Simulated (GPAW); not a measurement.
Runs of GPAW 26.7.0 on HfC. The structure is cubic, space group Fm-3m (No. 225). The conventional cell has a = 4.650 Å, b = 4.650 Å, c = 4.650 Å, α = 90.00°, β = 90.00°, γ = 90.00°. Hf (site symmetry m-3m) has 6 C at 2.33 Å as nearest neighbours. Around C (site symmetry m-3m) lie 6 Hf at 2.33 Å. 

```tsv
task	level	spin	cell	band path	band points	spin axis theta (degrees)	spin axis phi (degrees)	soc after scf	gap on the mesh (eV)	pressure (GPa)	relaxed volume (Å³/atom)
band structure	PBEsol	SOC, no magnetisation	as given	GXWKGLUWLK,UX	80	90	45	second variation	-	-5.3	-
relaxation of cell and atoms	PBEsol+D4	off	relaxed	-	-	-	-	-	none	0.1	12.19
relaxation of cell and atoms	PBEsol+D3(BJ)	off	relaxed	-	-	-	-	-	none	0.0	(a)
relaxation of cell and atoms	PBEsol+D3(BJ)+ATM	off	relaxed	-	-	-	-	-	none	0.2	12.09
relaxation of cell and atoms	PBEsol	off	relaxed	-	-	-	-	-	none	0.1	12.29
band structure	PBEsol	off	as given	GXWKGLUWLK,UX	80	-	-	-	-	-5.3	-
relaxation of cell and atoms	PBEsol+D3	off	relaxed	-	-	-	-	-	none	0.2	(b)
```

Alike in all rows: potentials or basis PAW data sets generated in the run's folder for this functional, pw; k mesh 10 × 10 × 10; cutoff (eV) 800; smearing fermi-dirac 0.05 eV.

Task: Fill in the values left out.

Result: (a) 12.06; (b) 12.12.

Caveats: later steps reuse the first step's grids (some runs); pairwise dispersion overbinds metals, which lowers pressure and volume (some runs); spin-orbit coupling was added after a scalar SCF, so levels and gaps hold it while energy, forces, pressure and moments don't (some runs); this program's spin-orbit splittings come out too wide for heavy elements (some runs); spin-orbit coupling is left out, which moves the levels of the heavy elements (some runs).

A k mesh can miss the band edges, and rows without SOC leave out spin-orbit coupling on Hf.

A gap of «none» marks a metal or a gap under the smearing width.
